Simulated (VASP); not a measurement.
Set up this calculation in VASP 6.6.1, as the native input.

- Task: single point
- Functional: PBE
- Dispersion: D3(BJ)
- Potentials or basis: VASP PAW PBE potentials, release 64 (K_sv, F)
- Cutoff: 520 eV
- k mesh: 8 × 8 × 8
- Occupations: gaussian, width 0.02 eV
- Spin: no spin polarisation
- Dipole correction: no
- Further INCAR settings: ALGO = Fast; EDIFF = 1e-06; NBANDS = 15

The structure of KF lies in POSCAR:

```
KF
1.0
    0.0000000000      2.6730323251      2.6730323251
    2.6730323251      0.0000000000      2.6730323251
    2.6730323251      2.6730323251      0.0000000000
K F
1 1
Direct
    0.0000000000      0.0000000000      0.0000000000
    0.5000000000      0.5000000000      0.5000000000
```

The cell is a database's computed one.

These files were run (other wordings do the same):

INCAR

```
SYSTEM = KF
ALGO = Fast ; EDIFF = 1E-6
ENCUT = 520 ; GGA = PE
ISIF = 2 ; ISMEAR = 0
IVDW = 12 ; LASPH = .True.
LCHARG = .False. ; LREAL = .False.
LWAVE = .False. ; NBANDS = 15
NELM = 80 ; PREC = Accurate
SIGMA = 0.02
```

KPOINTS

```
k-points
0
Gamma
  8 8 8
  0 0 0
```

Potentials or basis: VASP PAW PBE potentials, release 64 (K_sv, F).

The run is started by

```console
$ cat potpaw_PBE.64/K_sv/POTCAR potpaw_PBE.64/F/POTCAR > POTCAR
$ mpirun -np 1 vasp_std > vasp.out
```

Results of the run:

| Quantity | Value |
| --- | --- |
| Pressure | 0.1 GPa |
| Band gap on the k mesh | 6.16 eV, direct |
| Dispersion energy per atom | -0.158 eV |

Wall time 14 s on 1 thread of Intel(R) Xeon(R) Platinum 8488C (Sapphire Rapids), with other jobs on the host, peak memory 0.16 GiB.
